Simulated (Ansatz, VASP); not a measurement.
**BN in VASP and in Ansatz**

```xyz
4
Lattice="2.5123 0.0000 0.0000 -1.2562 2.1757 0.0000 0.0000 0.0000 6.6833" Properties=species:S:1:pos:R:3 pbc="T T T"
B     0.0000    1.4505    1.6708
B     1.2562    0.7252    5.0125
N     0.0000    1.4505    5.0125
N     1.2562    0.7252    1.6708
```

Change from the starting cell: volume scaled by 1.01, crystal datasets.

Alike in both runs: task electric field gradients; functional PBEsol; k mesh 11 × 11 × 4; occupations fermi-dirac, width 0.02 eV; no spin polarisation.

```csv
,VASP,Ansatz
version,VASP 6.6.1,Ansatz 0.2.0
potentials or method,"VASP PAW PBE potentials, release 64 (B, N), cutoff 520 eV","all-electron PAW with datasets made for the crystal, scalar-relativistic"
```

|  | VASP | Ansatz | Ansatz less VASP |
| --- | --- | --- | --- |
| gap on the k mesh at the Fermi level (eV) | 4.22 | 4.22 | +0.006 |
| pressure (GPa) | -1.7 | -2.0 | -0.32 |
| largest component of the traceless stress (GPa) | 2.26 | 2.73 | +0.477 |
| Vzz of the field gradient on the site that differs most (V/Å²) | 34.4 | 28.4 | -6.00 |

Ansatz ran all-electron here, so the differences hold the error of VASP's frozen core and of both bases.

Caveats: the PAW data sets were made with another functional, which shifts forces and pressure a little (VASP); an odd mesh through Γ misses points on the zone boundary, where band edges often lie; this functional lacks dispersion, which binds the layers, so the pressure and a relaxed spacing across them are unreliable.
